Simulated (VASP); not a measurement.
# TaN: an input that fails (relaxed cell and band gap)

TaN, Fm-3m (no. 225), 2 atoms in the cell.

INCAR:
```
SYSTEM = TaN
PREC     = Accurate       ! precision mode
ENCUT    = 600            ! plane-wave cutoff, eV
EDIFF    = 1E-7           ! SCF threshold, eV
ISMEAR   = 0              ! smearing method
SIGMA    = 0.02           ! smearing width, eV
LREAL    = .FALSE.        ! projectors in reciprocal space
LASPH    = .TRUE.         ! aspherical terms in the spheres
GGA_COMPAT= .FALSE.      
ALGO     = Normal         ! electronic algorithm
NELM     = 80             ! most SCF steps
ISIF     = 3              ! what is computed and relaxed
LWAVE    = .FALSE.        ! write WAVECAR
LCHARG   = .FALSE.        ! write CHGCAR
GGA      = LIBXC          ! functional
LIBXC1   = GGA_X_PBEE   
LIBXC2   = GGA_C_PBE    
IBRION   = 2              ! ionic algorithm
EDIFFG   = -0.005         ! ionic threshold
NSW      = 20             ! ionic steps
```

KPOINTS:
```
k-points
0
Gamma
  8 8 8
```

POSCAR:
```
TaN
1.0
    0.0000000000      2.2113230000      2.2113230000
    2.2113230000      0.0000000000      2.2113230000
    2.2113230000      2.2113230000      0.0000000000
Ta N
1 1
Direct
    0.5000000000      0.5000000000      0.5000000000
    0.0000000000      0.0000000000      0.0000000000
```

Commands:
```
cat potpaw_PBE.64/Ta_pv/POTCAR potpaw_PBE.64/N/POTCAR > POTCAR
mpirun -np 1 vasp_std > vasp.out
```

VASP stops with:
```
One of the selected functionals for Libxc does not exist. Either you mistyped the name or your installed version of Libxc is not recent enough to include this functional. ---->  I REFUSE TO CONTINUE WITH THIS SICK JOB ... BYE!!! <----
```

Cause: misspelt functional name under LIBXC1.
